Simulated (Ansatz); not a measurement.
# Ga2O3 (C2/m): the host for defect calculations, part 2 of 2

Before any defect goes in: Ga2O3 (C2/m) at rest, and how it screens a charge.

Ansatz 0.2.0; plane-wave PAW DFT, PBEsol; relaxation of the host's cell and atoms; PAW set soft_1 (the session's first sound run).

So far. Step 3 (Dielectric tensors of the host): The principal values of the electronic dielectric tensor are 4.10, 4.20 and 4.21. The principal values of the static dielectric tensor are 10.87, 10.92 and 13.83.

## (4) Defect free supercell relaxed in its symmetry

This cell, the one that will hold the defects, is built from the relaxed host. Its coarser k-points can move the atoms a little, so it is relaxed from the symmetric sites, as the reference for the test of stability.

This step: plane-wave PAW DFT, PBEsol; relaxation of the defect-free supercell in its symmetry; PAW set soft_1 (Ansatz 0.2.0).

System of this step: Ga2O3 (C2/m). The cell holds 120 atoms: 48 Ga and 72 O. Its edges and angles: a = 12.278 Å, b = 9.142 Å, c = 11.621 Å, α = 90.0°, β = 103.7°, γ = 90.0°.

Input file pristine.symmetric/input.yaml:

```yaml
crystal:
  lattice:
    - [12.2779581966, 0.0, 0.0078688676]
    - [0.0, 9.1418946025, 0.0]
    - [-2.7604537593, 0.0, 11.2879152185]
  atoms:
    - { symbol: Ga, position: [0.3412764858, 0.0, 0.3427201886] }
    - { symbol: Ga, position: [0.8412764858, 0.1666666667, 0.3427201886] }
    - { symbol: Ga, position: [0.1587235142, 0.1666666667, 0.1572798114] }
    - { symbol: Ga, position: [0.6587235142, 0.0, 0.1572798114] }
    - { symbol: Ga, position: [0.4094922641, 0.1666666667, 0.1023013088] }
    - { symbol: Ga, position: [0.9094922641, 0.0, 0.1023013088] }
    - { symbol: Ga, position: [0.0905077359, 0.0, 0.3976986912] }
    - { symbol: Ga, position: [0.5905077359, 0.1666666667, 0.3976986912] }
    - { symbol: O, position: [0.0037884346, 0.1666666667, 0.3720424594] }
    - { symbol: O, position: [0.5037884346, 0.0, 0.3720424594] }
    - { symbol: O, position: [0.4962115654, 0.0, 0.1279575406] }
    - { symbol: O, position: [0.9962115654, 0.1666666667, 0.1279575406] }
    - { symbol: O, position: [0.3267873152, 0.1666666667, 0.2186196626] }
    - { symbol: O, position: [0.8267873152, 0.0, 0.2186196626] }
    - { symbol: O, position: [0.1732126848, 0.0, 0.2813803374] }
    - { symbol: O, position: [0.6732126848, 0.1666666667, 0.2813803374] }
    - { symbol: O, position: [0.1652740744, 0.0, 0.0547632684] }
    - { symbol: O, position: [0.6652740744, 0.1666666667, 0.0547632684] }
    - { symbol: O, position: [0.3347259256, 0.1666666667, 0.4452367316] }
    - { symbol: O, position: [0.8347259256, 0.0, 0.4452367316] }
    - { symbol: Ga, position: [0.3412764858, 0.0, 0.8427201886] }
    - { symbol: Ga, position: [0.8412764858, 0.1666666667, 0.8427201886] }
    - { symbol: Ga, position: [0.1587235142, 0.1666666667, 0.6572798114] }
    - { symbol: Ga, position: [0.6587235142, 0.0, 0.6572798114] }
    - { symbol: Ga, position: [0.4094922641, 0.1666666667, 0.6023013088] }
    - { symbol: Ga, position: [0.9094922641, 0.0, 0.6023013088] }
    - { symbol: Ga, position: [0.0905077359, 0.0, 0.8976986912] }
    - { symbol: Ga, position: [0.5905077359, 0.1666666667, 0.8976986912] }
    - { symbol: O, position: [0.0037884346, 0.1666666667, 0.8720424594] }
    - { symbol: O, position: [0.5037884346, 0.0, 0.8720424594] }
[... 84 atom lines left out ...]
    - { symbol: O, position: [0.1732126848, 0.6666666667, 0.7813803374] }
    - { symbol: O, position: [0.6732126848, 0.8333333333, 0.7813803374] }
    - { symbol: O, position: [0.1652740744, 0.6666666667, 0.5547632684] }
    - { symbol: O, position: [0.6652740744, 0.8333333333, 0.5547632684] }
    - { symbol: O, position: [0.3347259256, 0.8333333333, 0.9452367316] }
    - { symbol: O, position: [0.8347259256, 0.6666666667, 0.9452367316] }
basis:
  ecutwfc: 420
  xc_grid: 2
hamiltonian:
  xc: pbesol
  pseudopotentials: { kind: paw, azcp: { folder: soft_1 }, xc_functional: pbe }
kpoints:
  mp_grid: { grid: [1, 1, 1] }
scf:
  occupations: { method: fermi_dirac, width: 0.01 }
  max_iter: 100
  lower_state_search: "off"
output:
  forces: true
relax:
  f_tol: 0.015
  max_steps: 60
  escape_saddle: false
checkpoint:
  write: "../pristine.symmetric.run"
  compress: false
  write_wavefunctions: false
  write_every: 100000
```

Launch:

```bash
$ ansatz run input.yaml --threads 32 --pin off --max-ram 84787MiB --backend cuda --events-out ev --progress --plain --runs-dir out --max-vram 78GiB
```

Numbers of over 12 decimals in the logs are rounded to 6 here.

Log:

```text
[...]
device memory: the entry about to start is reckoned to put 4.4 GiB on a device that reports 171.4 GiB free (of which the cap on the GPU budget leaves the run 78.0 GiB)
GPU FFT provider: cuFFT
GPU libraries: cuBLAS 13.8.1, cuFFT 12.4.0, cuSOLVER 12.3.2
GPU matrix products: emulated (plane waves: as basis.precision tells), large ones in fixed point in workspaces of 1.00 GiB
Crystal: 120 atoms, lattice volume = 1267.197 Å³
Basis set: ecut = 420 eV, 24771 PW (Γ), exchange–correlation on 180×128×160 points (8 copies of the dense FFT grid, shifted against one another)
Bands: 648, of which v1, the nominal top of the filled ones, is band 528 counted from 1 (527 counted from 0)
Symmetry: 48 space group operations
[...]
k-points: 1
[...]
GPU buffer pool allocated for 460800 grid points (all kernels)
GPU transforms: local potential and band sums: pruned to the plane-wave sphere, on 81×64×80
[...]
SCF iter   1: F=—  HF=-220127.630838 eV  |Δ(HF+E_count)|=         —  Δρ=1.17e-1  dr2=7.86e1  Hψ=2210
[...]
SCF iter   9: F=-220100.603182 eV  HF=-220100.603182 eV  |Δ(HF+E_count)|=   1.80e-5  Δρ=8.74e-6  dr2=9.60e-7  Hψ=1927
SCF 1 converged in 9 iterations: F = -220100.603182 eV  dr2 = 9.60e-7
[...]
relax step   1: F+E_penalty+E_count = -220100.60318197 eV  Δ(F+E_penalty+E_count) = +0.000e0 eV  max|allowed force component| = 2.842e-2 eV/Å  Δτ_max = 0.0000 Å  (9 SCF iters, dr2 threshold 5.63e-6 eV, accepted)
[...]
relax step   2: F+E_penalty+E_count = -220100.60499395 eV  Δ(F+E_penalty+E_count) = -1.812e-3 eV  max|allowed force component| = 2.049e-2 eV/Å  Δτ_max = 0.0024 Å  (6 SCF iters, accepted)
SCF iter   1: F=—  HF=-220100.603318 eV  |Δ(HF+E_count)|=         —  Δρ=4.75e-4  dr2=9.72e-4  Hψ=1288
[...]
SCF iter   6: F=-220100.606466 eV  HF=-220100.606466 eV  |Δ(HF+E_count)|=   1.09e-7  Δρ=1.69e-6  dr2=3.66e-8  Hψ=2201
SCF 3 converged in 6 iterations: F = -220100.606466 eV  dr2 = 3.66e-8
relax step   3: F+E_penalty+E_count = -220100.60646636 eV  Δ(F+E_penalty+E_count) = -1.472e-3 eV  max|allowed force component| = 7.751e-3 eV/Å  Δτ_max = 0.0036 Å  (6 SCF iters, accepted)
SCF converged after 6 iterations
Free energy (F): -220100.606466 eV
[...]
Internal energy: -220100.606466 eV  (E = F + TS)
E sigma→0 (E₀):  -220100.606466 eV
Fermi energy:    9.027178 eV
[...]
--- Forces (eV/Å), atoms counted from 1 ---
  atom   1  Ga    -0.00775126    -0.00000000     0.00589304
  atom   2  Ga    -0.00775126    -0.00000000     0.00589304
  atom   3  Ga     0.00775126     0.00000000    -0.00589304
  atom   4  Ga     0.00775126     0.00000000    -0.00589304
  atom   5  Ga     0.00428118     0.00000000    -0.00049835
  atom   6  Ga     0.00428118     0.00000000    -0.00049835
  [... 114 more lines of this table ...]
  max |Σ_I F_I| component: 2.52e-17 eV/Å
--- Relaxed structure (3 steps of the walk, 3 accepted, 0 SCFs on fresh bases) ---
  F+E_penalty+E_count = -220100.60646636 eV   max|allowed force component| = 7.751e-3 eV/Å
  atoms:
    - { symbol: Ga, position: [0.341335, 0, 0.342704] }
    - { symbol: Ga, position: [0.841335, 0.166667, 0.342704] }
    - { symbol: Ga, position: [0.158665, 0.166667, 0.157296] }
    - { symbol: Ga, position: [0.658665, 0, 0.157296] }
    - { symbol: Ga, position: [0.409589, 0.166667, 0.102330] }
    - { symbol: Ga, position: [0.909589, 0, 0.102330] }
  [... 114 more lines of this table ...]
```

Elapsed: 3.2 s, on 1 × NVIDIA GB200 with 32 threads of Arm Neoverse V2, shared host; peak memory 1.2 GiB; 8.3 s of CPU time.

The steps of the relaxation:

```csv
step,energy less that of the first step (eV),largest force component (eV/Å)
1,0.0000,0.0284
2,-0.0018,0.0205
3,-0.0033,0.0078
```

Forces are held to the 48 operations that the run works with; a distortion that breaks them can't arise in this run.

## (5) Defect free supercell relaxed from displaced atoms

This step: plane-wave PAW DFT, PBEsol; relaxation of the defect-free supercell from random displacements, a test of the host's stability; PAW set soft_1 (Ansatz 0.2.0).

pristine.rattled/input.yaml, as its differences from pristine.symmetric/input.yaml of step 4:

```diff
@@ -59,6 +59,6 @@
   f_tol: 0.015
-  max_steps: 60
-  escape_saddle: false
+  max_steps: 120
+  random_displacement: { amplitude: 0.06, seed: 3874 }
 checkpoint:
-  write: "../pristine.symmetric.run"
+  write: "../pristine.rattled.run"
   compress: false
```

Log:

```text
[...]
Crystal: 120 atoms, lattice volume = 1267.197 Å³
Basis set: ecut = 420 eV, 24771 PW (Γ), exchange–correlation on 180×128×160 points (8 copies of the dense FFT grid, shifted against one another)
Bands: 648, of which v1, the nominal top of the filled ones, is band 528 counted from 1 (527 counted from 0)
Symmetry: 1 space group operations
k-points: 1
[...]
SCF iter   1: F=—  HF=-220124.178903 eV  |Δ(HF+E_count)|=         —  Δρ=1.17e-1  dr2=7.88e1  Hψ=2030
[...]
SCF iter   2: F=—  HF=-220105.022712 eV  |Δ(HF+E_count)|=    1.92e1  Δρ=5.36e-2  dr2=1.90e1  Hψ=1209
[...]
SCF iter   9: F=-220097.127845 eV  HF=-220097.127845 eV  |Δ(HF+E_count)|=   1.77e-5  Δρ=8.42e-6  dr2=1.04e-6  Hψ=1925
SCF 1 converged in 9 iterations: F = -220097.127845 eV  dr2 = 1.04e-6
[...]
relax step   1: F+E_penalty+E_count = -220097.12784540 eV  Δ(F+E_penalty+E_count) = +0.000e0 eV  max|allowed force component| = 2.090e0 eV/Å  Δτ_max = 0.0000 Å  (9 SCF iters, dr2 threshold 5.63e-6 eV, accepted)
[...]
relax step   2: F+E_penalty+E_count = -220099.55995699 eV  Δ(F+E_penalty+E_count) = -2.432e0 eV  max|allowed force component| = 1.251e0 eV/Å  Δτ_max = 0.0665 Å  (6 SCF iters, dr2 threshold 1.00e-4 eV, accepted)
relax step   3: F+E_penalty+E_count = -220100.60480928 eV  Δ(F+E_penalty+E_count) = -1.045e0 eV  max|allowed force component| = 3.086e-2 eV/Å  Δτ_max = 0.0641 Å  (6 SCF iters, dr2 threshold 9.78e-5 eV, accepted)
relax step   4: F+E_penalty+E_count = -220100.60482842 eV  Δ(F+E_penalty+E_count) = -1.914e-5 eV  max|allowed force component| = 3.033e-2 eV/Å  Δτ_max = 0.0000 Å  (5 SCF iters, accepted)
[...]
SCF iter   1: F=—  HF=-220100.602933 eV  |Δ(HF+E_count)|=         —  Δρ=1.07e-3  dr2=4.59e-3  Hψ=1296
[...]
SCF iter   2: F=—  HF=-220100.601762 eV  |Δ(HF+E_count)|=   1.17e-3  Δρ=5.26e-4  dr2=1.12e-3  Hψ=986
[...]
SCF iter   7: F=-220100.606742 eV  HF=-220100.606742 eV  |Δ(HF+E_count)|=   1.87e-8  Δρ=1.15e-6  dr2=1.86e-8  Hψ=1708
SCF 5 converged in 7 iterations: F = -220100.606742 eV  dr2 = 1.86e-8
relax step   5: F+E_penalty+E_count = -220100.60674243 eV  Δ(F+E_penalty+E_count) = -1.914e-3 eV  max|allowed force component| = 1.843e-3 eV/Å  Δτ_max = 0.0066 Å  (7 SCF iters, accepted)
SCF converged after 7 iterations
Free energy (F): -220100.606742 eV
[...]
Internal energy: -220100.606742 eV  (E = F + TS)
E sigma→0 (E₀):  -220100.606742 eV
Fermi energy:    9.027223 eV
[...]
--- Forces (eV/Å), atoms counted from 1 ---
  atom   1  Ga     0.00084060     0.00030589    -0.00009549
  atom   2  Ga    -0.00025339    -0.00065044     0.00095646
  atom   3  Ga    -0.00015748     0.00059359     0.00103699
  atom   4  Ga     0.00072194     0.00045733    -0.00010074
  atom   5  Ga     0.00107554    -0.00005708     0.00023784
  atom   6  Ga     0.00066574    -0.00017266    -0.00026964
  [... 114 more lines of this table ...]
  max |Σ_I F_I| component: 2.34e-5 eV/Å
--- Relaxed structure (5 steps of the walk, 5 accepted, 0 SCFs on fresh bases) ---
  F+E_penalty+E_count = -220100.60674243 eV   max|allowed force component| = 1.843e-3 eV/Å
  atoms:
    - { symbol: Ga, position: [0.341252, -0.000184, 0.342981] }
    - { symbol: Ga, position: [0.841261, 0.166510, 0.342973] }
    - { symbol: Ga, position: [0.158790, 0.166467, 0.157365] }
    - { symbol: Ga, position: [0.658790, -0.000190, 0.157380] }
    - { symbol: Ga, position: [0.409711, 0.166488, 0.102588] }
    - { symbol: Ga, position: [0.909717, -0.000202, 0.102589] }
  [... 114 more lines of this table ...]
```

The job ended after 3.8 s (1 × NVIDIA GB200 with 32 threads; peak memory 1.2 GiB).

Relaxation path:

```csv
step,energy less that of the first step (eV),largest force component (eV/Å)
1,0.0000,2.0901
2,-2.4321,1.2508
3,-3.4770,0.0309
4,-3.4770,0.0303
5,-3.4789,0.0018
```

The relaxation ends 29 meV an atom lower than the displaced start, with a largest force component of 0.0018 eV/Å.

## (6) Host on a dense mesh

This step: plane-wave PAW DFT, PBEsol; single point of the defect-free host, a test of the k-point sampling; PAW set soft_1 (Ansatz 0.2.0).

System of this step: Ga2O3 (C2/m). It takes space group C2/m (No. 12, monoclinic). The conventional cell has a = 12.278 Å, b = 3.047 Å, c = 5.810 Å, α = 90.00°, β = 103.71°, γ = 90.00°. Nearest to Ga lie 6 O at 1.94 to 2.08 Å. Nearest to Ga lie 4 O at 1.84 to 1.87 Å. O has 3 Ga at 1.84 to 1.94 Å nearest. O has 4 Ga at 1.87 to 2.08 Å nearest. O has 3 Ga at 1.84 to 1.95 Å nearest. Farther neighbours and most contacts between anions are not listed.

Input file dense/input.yaml:

```yaml
crystal:
  lattice:
    - [6.1389790983, -1.5236491004, 0.0039344338]
    - [6.1389790983, 1.5236491004, 0.0039344338]
    - [-1.3802268796, 0.0, 5.6439576092]
  atoms:
    - { symbol: Ga, position: [0.3412764858, 0.3412764858, 0.6854403771] }
    - { symbol: Ga, position: [0.6587235142, 0.6587235142, 0.3145596229] }
    - { symbol: Ga, position: [0.9094922641, 0.9094922641, 0.2046026177] }
    - { symbol: Ga, position: [0.0905077359, 0.0905077359, 0.7953973823] }
    - { symbol: O, position: [0.5037884346, 0.5037884346, 0.7440849188] }
    - { symbol: O, position: [0.4962115654, 0.4962115654, 0.2559150812] }
    - { symbol: O, position: [0.8267873152, 0.8267873152, 0.4372393251] }
    - { symbol: O, position: [0.1732126848, 0.1732126848, 0.5627606749] }
    - { symbol: O, position: [0.1652740744, 0.1652740744, 0.1095265368] }
    - { symbol: O, position: [0.8347259256, 0.8347259256, 0.8904734632] }
basis:
  ecutwfc: 420
  xc_grid: 2
hamiltonian:
  xc: pbesol
  pseudopotentials: { kind: paw, azcp: { folder: soft_1 }, xc_functional: pbe }
kpoints:
  mp_grid: { grid: [9, 9, 5] }
scf:
  occupations: { method: fermi_dirac, width: 0.01 }
  max_iter: 100
  lower_state_search: "off"
checkpoint:
  write: "../dense.run"
  compress: false
  write_wavefunctions: false
  write_every: 100000
```

Log:

```text
[...]
GPU FFT provider: cuFFT
GPU libraries: cuBLAS 13.8.1, cuFFT 12.4.0, cuSOLVER 12.3.2
[...]
Crystal: 10 atoms, lattice volume = 105.600 Å³
Basis set: ecut = 420 eV, 2045 PW (Γ), FFT grids on a1−a2, a2, a3, exchange–correlation on 48×90×80 points (8 copies of the dense FFT grid, shifted against one another)
Bands: 54, of which v1, the nominal top of the filled ones, is band 44 counted from 1 (43 counted from 0)
Symmetry: 4 space group operations
[...]
k-points: 115 of 405
[...]
GPU buffer pool allocated for 43200 grid points (all kernels)
[...]
SCF iter   1: F=—  HF=-18344.096142 eV  |Δ(HF+E_count)|=         —  Δρ=1.16e-1  dr2=6.45e0  Hψ=20814
[...]
SCF iter  10: F=-18341.867153 eV  HF=-18341.867153 eV  |Δ(HF+E_count)|=   1.37e-7  Δρ=5.32e-6  dr2=2.39e-8  Hψ=15445
SCF 1 converged in 10 iterations: F = -18341.867153 eV  dr2 = 2.39e-8
[...]
SCF converged after 10 iterations
Free energy (F): -18341.867153 eV
[...]
Internal energy: -18341.867153 eV  (E = F + TS)
E sigma→0 (E₀):  -18341.867153 eV
Fermi energy:    9.023346 eV
[...]
```

Wall time 1.4 s (1 × NVIDIA GB200 with 32 threads); peak memory 1 GiB.

## (7) Defect free supercell at the zone centre

The supercell is run at the zone centre, to see how far that sampling misses the dense mesh.

System of this step: Ga2O3 (C2/m). The cell holds 120 atoms: 48 Ga and 72 O. Cell: a = 12.278 Å, b = 9.142 Å, c = 11.621 Å, α = 90.0°, β = 103.7°, γ = 90.0°.

pristine.sampling_gamma/input.yaml, as its differences from pristine.rattled/input.yaml of step 5:

```diff
@@ -55,10 +55,4 @@
   lower_state_search: "off"
-output:
-  forces: true
-relax:
-  f_tol: 0.015
-  max_steps: 120
-  random_displacement: { amplitude: 0.06, seed: 3874 }
 checkpoint:
-  write: "../pristine.rattled.run"
+  write: "../pristine.sampling_gamma.run"
   compress: false
```

Log:

```text
[...]
GPU FFT provider: cuFFT
GPU libraries: cuBLAS 13.8.1, cuFFT 12.4.0, cuSOLVER 12.3.2
[...]
Crystal: 120 atoms, lattice volume = 1267.197 Å³
Basis set: ecut = 420 eV, 24771 PW (Γ), exchange–correlation on 180×128×160 points (8 copies of the dense FFT grid, shifted against one another)
Bands: 648, of which v1, the nominal top of the filled ones, is band 528 counted from 1 (527 counted from 0)
Symmetry: 48 space group operations
[...]
k-points: 1
[...]
GPU buffer pool allocated for 460800 grid points (all kernels)
[...]
SCF iter   1: F=—  HF=-220127.630838 eV  |Δ(HF+E_count)|=         —  Δρ=1.17e-1  dr2=7.86e1  Hψ=2210
[...]
SCF iter  10: F=-220100.603182 eV  HF=-220100.603182 eV  |Δ(HF+E_count)|=   5.29e-7  Δρ=2.03e-6  dr2=4.69e-8  Hψ=1599
SCF 1 converged in 10 iterations: F = -220100.603182 eV  dr2 = 4.69e-8
[...]
SCF converged after 10 iterations
Free energy (F): -220100.603182 eV
[...]
Internal energy: -220100.603182 eV  (E = F + TS)
E sigma→0 (E₀):  -220100.603182 eV
Fermi energy:    9.025698 eV
[...]
```

Run time: 1.3 s. Hardware: 1 × NVIDIA GB200 with 32 threads; peak memory 1.1 GiB.

## (8) Defect free supercell at the quarter point

The supercell is run at one point off the zone centre, to see how far that sampling misses the dense mesh.

pristine.sampling_quarter/input.yaml, as its differences from pristine.sampling_gamma/input.yaml of step 7:

```diff
@@ -50,3 +50,3 @@
 kpoints:
-  mp_grid: { grid: [1, 1, 1] }
+  mp_grid: { grid: [1, 1, 1], shift: [0.25, 0.25, 0.25] }
 scf:
@@ -56,3 +56,3 @@
 checkpoint:
-  write: "../pristine.sampling_gamma.run"
+  write: "../pristine.sampling_quarter.run"
   compress: false
```

Log:

```text
[...]
GPU FFT provider: cuFFT
GPU libraries: cuBLAS 13.8.1, cuFFT 12.4.0, cuSOLVER 12.3.2
[...]
Crystal: 120 atoms, lattice volume = 1267.197 Å³
Basis set: ecut = 420 eV, 24771 PW (Γ), exchange–correlation on 180×128×160 points (8 copies of the dense FFT grid, shifted against one another)
Bands: 648, of which v1, the nominal top of the filled ones, is band 528 counted from 1 (527 counted from 0)
Symmetry: 24 space group operations
k-points: 1
[...]
GPU buffer pool allocated for 460800 grid points (all kernels)
[...]
SCF iter   1: F=—  HF=-220129.174819 eV  |Δ(HF+E_count)|=         —  Δρ=1.16e-1  dr2=7.74e1  Hψ=2168
[...]
SCF iter  10: F=-220102.434234 eV  HF=-220102.434234 eV  |Δ(HF+E_count)|=   4.55e-7  Δρ=1.60e-6  dr2=3.37e-8  Hψ=1600
SCF 1 converged in 10 iterations: F = -220102.434234 eV  dr2 = 3.37e-8
[...]
SCF converged after 10 iterations
Free energy (F): -220102.434234 eV
[...]
Internal energy: -220102.434234 eV  (E = F + TS)
E sigma→0 (E₀):  -220102.434234 eV
Fermi energy:    9.450311 eV
[...]
```

It took 1.4 s on 1 × NVIDIA GB200 with 32 threads; peak memory 1.4 GiB.

## (9) Summary of results

```
primitive cell vectors, lengths                                      : 6.325, 6.325, 5.810 Å
electronic dielectric constant                                       : principal values (4.10, 4.20, 4.21)
static dielectric constant                                           : principal values (10.87, 10.92, 13.83)
gap on the k-mesh of the response run (PBEsol)                       : 2.23 eV
supercell relaxed in its symmetry less the displaced and relaxed one : 0.000 eV
energy an atom at the zone centre alone less that on the dense mesh  : 0.015 eV
energy an atom at one point at (¼, ¼, ¼) less that on the dense mesh : 0.000 eV
```

In words: Step 4: From the first step to the last the energy fell by 0.003 eV, and the largest move was 0.006 Å (O19 and 23 other atoms alike). Step 5: The energy fell by 3.479 eV from the randomly displaced start; against the sites as typed, O78 ends farthest off, by 0.01 Å, once the mean shift is taken out. The displaced cell ends within 0.01 eV of the symmetric one relaxed in its symmetry, so no lower structure shows in this supercell. The k-mesh can miss the band edges, so this gap is an upper bound at this level. All at zero temperature.

[Logs are printed without paths, hosts, clocks, repeated set-up lines and the standing remarks that a program may print on its own settings, such as how far it seeks lower states.]

[Hosts, paths, dates, database ids (printed as entryN), source tags and the programs' standing remarks are cut or masked in the printed files.]

[Runs of the host that timed out are not shown.]

[For some hosts the program warned that the k-mesh of the response run may be too coarse for force constants and the static dielectric constant; such warnings are not always shown.]

[The program warned that the k-mesh of a response run behind this text may be too coarse: force constants, and the static dielectric constant and all else formed from them, are not shown converged.]
